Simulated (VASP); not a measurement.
# P in VASP: density of states with PBE+D3(BJ)

Aim: the density of states of P with PBE+D3(BJ).

All numbers are computed with VASP 6.6.1; they aren't measurements. Logs are shortened: lines on timing, memory, paths and dates and some standing lists are left out, and cuts for length are marked.

### Step 1. The sheet as given

The cell holds a sheet with vacuum, 4 atoms: a = 3.251 Å, b = 3.251 Å, c = 36.505 Å, α = 90.00°, β = 90.00°, γ = 120.00°.

The cell was built by a generator and needn't be a form met in nature.

### Step 2. Density of states, PBE+D3(BJ)

File POSCAR:

```
P
1.0
    3.2506986977     -0.0000002498      0.0000000000
   -1.6253491325      2.8151877772      0.0000000000
    0.0000000000      0.0000000000     36.5048182898
P
4
Direct
    0.6666666667      0.3333333333      0.2209327794
    0.3333333333      0.6666666667      0.1868006684
    0.6666666667      0.3333333333      0.3269401025
    0.0000000000      0.0000000000      0.3610722135
```

File INCAR.step1:

```
SYSTEM = P
PREC     = Accurate       ! precision mode
ENCUT    = 520            ! plane-wave cutoff, eV
EDIFF    = 1E-6           ! SCF threshold, eV
ISMEAR   = 0              ! smearing method
SIGMA    = 0.02           ! smearing width, eV
LREAL    = .False.        ! projectors in reciprocal space
LASPH    = .True.         ! aspherical terms in the spheres
NELM     = 60             ! most SCF steps
ALGO     = Normal         ! electronic algorithm
ISIF     = 2              ! what is computed and relaxed
LWAVE    = .False.        ! write WAVECAR
LCHARG   = .True.         ! write CHGCAR
LDIPOL   = .True.       
IDIPOL   = 3            
DIPOL    = 0.5 0.5 0.274
GGA      = PE             ! functional
IVDW     = 12             ! dispersion correction
NBANDS   = 18             ! bands
```

File KPOINTS.step1:

```
regular mesh
0
Gamma
  9 9 1
  0 0 0
```

File INCAR.step2:

```
SYSTEM = P
PREC     = Accurate       ! precision mode
ENCUT    = 520            ! plane-wave cutoff, eV
EDIFF    = 1E-6           ! SCF threshold, eV
ISMEAR   = -5             ! smearing method
SIGMA    = 0.02           ! smearing width, eV
LREAL    = .False.        ! projectors in reciprocal space
LASPH    = .True.         ! aspherical terms in the spheres
NELM     = 60             ! most SCF steps
ALGO     = Normal         ! electronic algorithm
ISIF     = 2              ! what is computed and relaxed
LWAVE    = .False.        ! write WAVECAR
LCHARG   = .False.        ! write CHGCAR
LDIPOL   = .True.       
IDIPOL   = 3            
DIPOL    = 0.5 0.5 0.274
GGA      = PE             ! functional
IVDW     = 12             ! dispersion correction
LORBIT   = 11             ! projections on sites
NEDOS    = 2001           ! points of the DOS
ICHARG   = 11             ! starting density
```

File KPOINTS.step2:

```
regular mesh
0
Gamma
  14 14 1
  0 0 0
```

Potentials or basis: VASP PAW PBE potentials, release 64 (P).

Started as:

```sh
$ cat potpaw_PBE.64/P/POTCAR > POTCAR
$ cp INCAR.step1 INCAR
$ cp KPOINTS.step1 KPOINTS
$ mpirun -np 1 vasp_std > vasp.out
$ cp INCAR.step2 INCAR
$ cp KPOINTS.step2 KPOINTS
$ mpirun -np 1 vasp_std > vasp.out
```

OUTCAR:

```text
SYSTEM = P
   PREC = Accurate
   ENCUT = 520
   EDIFF = 1E-6
   ISMEAR = -5
   LREAL = .False.
   LASPH = .True.
   NELM = 60
   ISIF = 2
   GGA = PE
   IVDW = 12
   LORBIT = 11
   ICHARG = 11
 IVDW          = 12

 ion  position               nearest neighbor table
   1  0.667  0.333  0.221-   2 2.25   2 2.25   2 2.25
   2  0.333  0.667  0.187-   1 2.25   1 2.25   1 2.25
   3  0.667  0.333  0.327-   4 2.25   4 2.25   4 2.25
   4  0.000  0.000  0.361-   3 2.25   3 2.25   3 2.25

  LATTYP: Found a hexagonal cell.
 ALAT       =     3.2506986977
 C/A-ratio  =    11.2298375471

  Lattice vectors:

 A1 = (   3.2506986977,  -0.0000002498,   0.0000000000)
 A2 = (  -1.6253491325,   2.8151877772,   0.0000000000)
 A3 = (   0.0000000000,   0.0000000000,  36.5048182898)

Analysis of symmetry for initial positions (statically):
=====================================================================
 Subroutine PRICEL returns:
 Original cell was already a primitive cell.

 Routine SETGRP: Setting up the symmetry group for a
 hexagonal supercell.

 Subroutine GETGRP returns: Found 12 space group operations
 (whereof  6 operations were pure point group operations)
 out of a pool of 24 trial point group operations.

The static configuration has the point symmetry C_3v.
 The point group associated with its full space group is D_3d.

Analysis of symmetry for dynamics (positions and initial velocities):
=====================================================================
 Subroutine PRICEL returns:
 Original cell was already a primitive cell.

 Routine SETGRP: Setting up the symmetry group for a
 hexagonal supercell.

 Subroutine GETGRP returns: Found 12 space group operations
 (whereof  6 operations were pure point group operations)
 out of a pool of 24 trial point group operations.

The dynamic configuration has the point symmetry C_3v.
 The point group associated with its full space group is D_3d.

 Subroutine INISYM returns: Found 12 space group operations
 (whereof  6 operations are pure point group operations),
 and found     1 'primitive' translations

----------------------------------------------------------------------------------------

                                     Primitive cell

  volume of cell :     334.0675

  direct lattice vectors                    reciprocal lattice vectors
     3.250698698 -0.000000250  0.000000000     0.307626187  0.177608030  0.000000000
    -1.625349133  2.815187777  0.000000000     0.000000027  0.355216108  0.000000000
     0.000000000  0.000000000 36.504818290     0.000000000  0.000000000  0.027393644

  length of vectors
     3.250698698  3.250698698 36.504818290     0.355216108  0.355216108  0.027393644

  position of ions in fractional coordinates (direct lattice)
     0.666666667  0.333333333  0.220932779
     0.333333333  0.666666667  0.186800668
     0.666666667  0.333333333  0.326940102
     0.000000000  0.000000000  0.361072214

  ion indices of the primitive-cell ions
   primitive index   ion index
                 1           1
                 2           2
                 3           3
                 4           4

----------------------------------------------------------------------------------------

 KPOINTS: regular mesh

Automatic generation of k-mesh.
 Grid dimensions read from file:
 generate k-points for:   14   14    1

 Generating k-lattice:

  Cartesian coordinates                     Fractional coordinates (reciprocal lattice)
     0.021973299  0.012686288  0.000000000     0.071428571  0.000000000  0.000000000
     0.000000002  0.025372579  0.000000000     0.000000000  0.071428571  0.000000000
     0.000000000  0.000000000  0.027393644     0.000000000  0.000000000  1.000000000

  Length of vectors
     0.025372579  0.025372579  0.027393644

  Shift w.r.t. Gamma in fractional coordinates (k-lattice)
     0.000000000  0.000000000  0.000000000

 TETIRR: Found    105 inequivalent tetrahedra from     1176

 Subroutine IBZKPT returns following result:
 ===========================================

 Found     24 irreducible k-points:

 Following reciprocal coordinates:
            Coordinates               Weight
  0.000000  0.000000  0.000000      1.000000
  0.071429 -0.000000  0.000000      6.000000
  0.142857  0.000000  0.000000      6.000000
  0.214286  0.000000  0.000000      6.000000
  0.285714  0.000000  0.000000      6.000000
  0.357143  0.000000  0.000000      6.000000
[... 16 lines left out ...]
  0.285714  0.285714  0.000000      6.000000
  0.357143  0.285714  0.000000      6.000000
   k-points           NKPTS =     24   k-points in BZ     NKDIM =     24   number of bands    NBANDS=     14
   number of dos      NEDOS =   2001   number of ions     NIONS =      4
   total plane-waves  NPLWV = 161280
   dimension x,y,z NGX =    24 NGY =   24 NGZ =  280
   dimension x,y,z NGXF=    48 NGYF=   48 NGZF=  560
   ions per type =               4
   NGX,Y,Z   is equivalent  to a cutoff of  12.27, 12.27, 12.75 a.u.
   NGXF,Y,Z  is equivalent  to a cutoff of  24.55, 24.55, 25.50 a.u.
 SYSTEM =  P
   PREC   = accura    normal or accurate (medium, high low for compatibility)
   ISTART =      0    job   : 0-new  1-cont  2-samecut
   ICHARG =     11    charge: 1-file 2-atom 10-const
   ISPIN  =      1    spin polarized calculation?
   LNONCOLLINEAR =      F non collinear calculations
   LSORBIT =      F    spin-orbit coupling
   LASPH  =      T    aspherical Exc in radial PAW
   ENCUT  =  520.0 eV  38.22 Ry    6.18 a.u.   6.04  6.04 67.87*2*pi/ulx,y,z
   NELM   =     60;   NELMIN=  2; NELMDL=  0     # of ELM steps
   EDIFF  = 0.1E-05   stopping-criterion for ELM
   LREAL  =      F    real-space projection
   EDIFFG = 0.1E-04   stopping-criterion for IOM
   NSW    =      0    number of steps for IOM
   IBRION =     -1    ionic relax: 0-MD 1-quasi-New 2-CG
   NFREE  =      0    steps in history (QN), initial steepest desc. (CG)
   ISIF   =      2    stress and relaxation
   ISYM   =      2    0-nonsym 1-usesym 2-fastsym
   POTIM  = 0.5000    time-step for ionic-motion
   TEBEG  =    0.0;   TEEND  =   0.0 temperature during run
   PSTRESS=    0.0 pullay stress
   NELECT =      20.0000    total number of electrons
   NUPDOWN=      -1.0000    fix difference up-down
   EMIN   =  10.00;   EMAX   =-10.00  energy-range for DOS
   EFERMI =   0.00;   METHOD = LEGACY
   ISMEAR =    -5;   SIGMA  =   0.02  broadening in eV -4-tet -1-fermi 0-gaus
   EFERMI_NEDOS =   21; number of points for ismear=-14 and -15
   IALGO  =     38    algorithm
   IMIX   =      4    mixing-type and parameters
     AMIX     =   0.40;   BMIX     =  1.00
     AMIX_MAG =   1.60;   BMIX_MAG =  1.00
  volume/ion in A,a.u.               =      83.52       563.60
  Fermi-wavevector in a.u.,A,eV,Ry     =   0.640433  1.210242  5.580482  0.410154
  Thomas-Fermi vector in A             =   1.706438
   LORBIT       =     11    0 simple, 1 ext, 2 COOP (PROOUT), +10 PAW based schemes
   GGA     = PE    functional components
   LHFCALC =     F    Hartree Fock is set to
   AEXX    =    0.0000 exact exchange contribution
   IVDW    =    12    specifies the selected vdW correction
   LEPSILON=     F    determine dielectric tensor
   LRPA    =     F    only Hartree local field effects (RPA)
 non-spin polarized calculation
 Fermi weights with tetrahedron method with Bloechl corrections
  energy-cutoff  :      520.00
  volume of cell :      334.07
 maximum number of plane-waves:      9104

 number of electron      19.9999996 magnetization

 dipolmoment           0.000000      0.000000     -0.000042 electrons x Angstroem

 Free energy of the ion-electron system (eV)
  ---------------------------------------------------
  ext. energy  EPLUGINS =         0.00000000
  ---------------------------------------------------
  free energy    TOTEN  =       -21.42887008 eV

  energy without entropy =      -21.42887008  energy(sigma->0) =      -21.42887008

 E-fermi :  -3.2390     XC(G=0):  -2.6787

 val. band max:       -3.2459897554   @ k =   0.1429   0.1429   0.0000
 cond. band min:      -1.7457866586   @ k =   0.3571   0.0000   0.0000
 fundamental gap:      1.5002030969
 Fermi energy:        -3.2389695292

 k-point     1 :       0.0000    0.0000    0.0000
  band No.  band energies     occupation
      1     -17.7986      2.00000
      2     -17.7740      2.00000
      3     -10.2468      2.00000
      4      -9.9277      2.00000
      5      -4.5277      2.00000
      6      -3.5759      2.00000
      7      -3.5759      2.00000
      8      -3.5653      2.00000
      9      -3.5653      2.00000
     10      -3.5471      2.00000
     11       0.4469      0.00000
     12       0.4655      0.00000
     13       0.4873      0.00000
     14       0.5003      0.00000

 k-point     2 :       0.0714   -0.0000    0.0000
  band No.  band energies     occupation
      1     -17.7146      2.00000
      2     -17.6900      2.00000
      3     -10.1854      2.00000
      4      -9.8693      2.00000
      5      -4.4781      2.00000
      6      -4.2661      2.00000
      7      -4.2564      2.00000
      8      -3.7712      2.00000
      9      -3.7598      2.00000
     10      -3.5011      2.00000
[... 362 lines left out ...]
 k-point    24 :       0.3571    0.2857    0.0000
  band No.  band energies     occupation
      1     -13.5719      2.00000
      2     -13.5489      2.00000
      3     -12.8752      2.00000
      4     -12.8523      2.00000
      5      -8.8744      2.00000
      6      -8.8734      2.00000
      7      -5.7843      2.00000
      8      -5.5257      2.00000
      9      -5.1836      2.00000
     10      -4.9452      2.00000
     11      -1.3900      0.00000
     12      -1.3793      0.00000
     13       1.4871      0.00000
     14       1.7605      0.00000

------------------------ aborting loop because EDIFF is reached ----------------------------------------

 vacuum level on the upper side and lower side of the slab       (xc-potential included)        -0.008        -0.007

 Edisp (eV)   -0.99615

 E8    (eV) :    -0.3895

  FORCE on cell =-STRESS in cart. coord.  units (eV):
  Direction    XX          YY          ZZ          XY          YZ          ZX
  --------------------------------------------------------------------------------------
  -------------------------------------------------------------------------------------
  Total      -0.19887    -0.19887    -0.24239    -0.00000    -0.00000     0.00000
  in kB      -0.95378    -0.95378    -1.16249    -0.00000    -0.00000     0.00000
  external pressure =       -1.02 kB  Pullay stress =        0.00 kB

 VOLUME and BASIS-vectors are now :
 -----------------------------------------------------------------------------
  energy-cutoff  :      520.00
  volume of cell :      334.07
      direct lattice vectors                 reciprocal lattice vectors
     3.250698698 -0.000000250  0.000000000     0.307626187  0.177608030  0.000000000
    -1.625349133  2.815187777  0.000000000     0.000000027  0.355216108  0.000000000
     0.000000000  0.000000000 36.504818290     0.000000000  0.000000000  0.027393644

 POSITION                                       TOTAL-FORCE (eV/Angst)
 -----------------------------------------------------------------------------------
      1.62535      0.93840      8.06511        -0.000000      0.000000     -0.085616
      0.00000      1.87679      6.81912        -0.000000      0.000000      0.085198
      1.62535      0.93840     11.93489         0.000000     -0.000000      0.085616
      0.00000      0.00000     13.18088         0.000000     -0.000000     -0.085198
 -----------------------------------------------------------------------------------
    total drift:                               -0.000027      0.000016     -0.002371

  FREE ENERGIE OF THE ION-ELECTRON SYSTEM (eV)
  ---------------------------------------------------
  free  energy   TOTEN  =       -22.4250180994 eV

  energy  without entropy=      -22.4250180994  energy(sigma->0) =      -22.42501810

 vacuum level on the upper side and lower side of the slab         2.585         2.586

 total charge

# of ion       s       p       d       tot
------------------------------------------
    1        1.097   1.362   0.000   2.459
    2        1.096   1.361   0.000   2.457
    3        1.097   1.362   0.000   2.459
    4        1.096   1.361   0.000   2.457
--------------------------------------------------
tot          4.384   5.447   0.000   9.831
```

It took 2.4 min on 1 thread of Intel Xeon Platinum 8375C at 2.90GHz (Ice Lake), shared host; peak memory 0.4 GiB.

Results:

```yaml
Valence_electrons_inside_the_program's_atomic_spheres: P 2.46
Dispersion_energy_per_atom: -0.249 eV
```

Levels at points of the mesh, in eV from the valence-band top:
```csv
k point,band 6,band 7,band 8,band 9,band 10,band 11,band 12,band 13,band 14
"(0.00, 0.00, 0.00)",-0.33,-0.33,-0.32,-0.32,-0.30,3.69,3.71,3.73,3.75
"(0.50, 0.00, 0.00)",-3.42,-2.55,-2.53,-1.83,-1.64,1.72,1.77,3.16,3.16
```

States per cell in windows of 1 eV (zero at the valence-band top; states under -8 eV left out):
```csv
from (eV),total,P2_p,P4_p,P1_p,P3_p,P2_s,P4_s
-8.0,0.78,0.02,0.02,0.02,0.02,0.09,0.09
-7.0,1.43,0.03,0.03,0.03,0.03,0.16,0.16
-6.0,0.46,0.04,0.04,0.04,0.04,0.00,0.00
-5.0,2.27,0.20,0.20,0.20,0.20,0.04,0.04
-4.0,2.09,0.19,0.19,0.19,0.19,0.04,0.04
-3.0,2.08,0.23,0.23,0.23,0.23,0.02,0.02
-2.0,2.51,0.26,0.26,0.25,0.25,0.04,0.04
-1.0,2.68,0.28,0.28,0.28,0.28,0.03,0.03
0.0,0.00,0.00,0.00,0.00,0.00,0.00,0.00
1.0,0.66,0.04,0.04,0.04,0.04,0.01,0.01
2.0,2.67,0.20,0.20,0.19,0.19,0.03,0.03
3.0,2.74,0.20,0.20,0.22,0.22,0.03,0.03
4.0,1.99,0.18,0.18,0.17,0.17,0.02,0.02
5.0,0.01,0.00,0.00,0.00,0.00,0.00,0.00
```
